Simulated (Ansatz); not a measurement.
Runs of Ansatz 0.2.0 on SiC (Moissanite). The structure is hexagonal, space group P6_3mc (No. 186). The conventional cell has a = 3.076 Å, b = 3.076 Å, c = 5.048 Å, α = 90.00°, β = 90.00°, γ = 120.00°. Around Si (site symmetry 3m) lie 4 C at 1.87 to 1.94 Å. Around C (site symmetry 3m) lie 4 Si at 1.87 to 1.94 Å. 

| task | level | potentials or basis | cell | k mesh | cutoff (eV) | points for each segment of the path | mesh quality | gap on the mesh (eV) | pressure (GPa) | V0 of scaled cells (Å³/atom) | relaxed volume (Å³/atom) | B0 (GPa) | largest force (eV/Å) |
| --- | --- | --- | --- | --- | --- | --- | --- | --- | --- | --- | --- | --- | --- |
| band structure | PBE | Ansatz PAW earlier set | as given | 10 × 10 × 5 | 800 | 14 | not flagged | (a) | 3.7 | - | - | - | 0.75 |
| equation of state | PBE | JTH PAW | as given | 10 × 10 × 5 | 780 | - | not flagged | - | - | (b) | - | 213 | - |
| band structure | r2SCANh | Ansatz PAW | as given | 6 × 6 × 3 | 500 | 4 | not flagged | 3.26 | - | - | - | - | 0.77 |
| equation of state | r2SCAN+D4 | Ansatz PAW | as given | 10 × 10 × 5 | 500 | - | not flagged | - | - | 10.28 | - | 230 | - |
| relaxation of cell and atoms | PBE0 | Ansatz PAW | relaxed | 5 × 5 × 3 | 420 | - | coarse | 4.57 | - | - | 10.28 | - | - |
| band structure | PBE0 | Ansatz PAW | as given | 5 × 5 × 3 | 420 | 4 | coarse | - | - | - | - | - | 0.76 |
| band structure | revPBE | Ansatz PAW | as given | 10 × 10 × 5 | 420 | 14 | not flagged | 2.51 | 6.1 | - | - | - | 0.76 |
| relaxation of cell and atoms | PBEsol+D3(BJ) | Ansatz PAW | relaxed | 10 × 10 × 5 | 420 | - | not flagged | 2.26 | 0.0 | - | 10.16 | - | - |

Alike in all rows: no spin polarisation; smearing fermi-dirac 0.05 eV.

Q: Fill in the values left out.

A: (a) 2.48; (b) 10.49.

Caveats: some runs use coarse meshes; the PAW data sets come from PBE, with cores solved anew for the run's functional, which leaves a small shift of forces and pressure (some runs); the k mesh misses the band edges, so the gap on the mesh is wider than the one along the path (some runs); the cell was scaled at fixed shape and fractional positions, which overstates the stiffness of a crystal with free parameters, most of all of layers and chains (some runs); the plane-wave basis is chosen anew once the cell has moved, so the energies of steps on either side of that aren't comparable (some runs); odd divisions of the mesh miss points on the zone boundary, where band edges often lie, so the gap on the mesh can be too wide (some runs); the potentials were made for another functional, which shifts forces and pressure (some runs).

Not every run made on this cell is shown here.
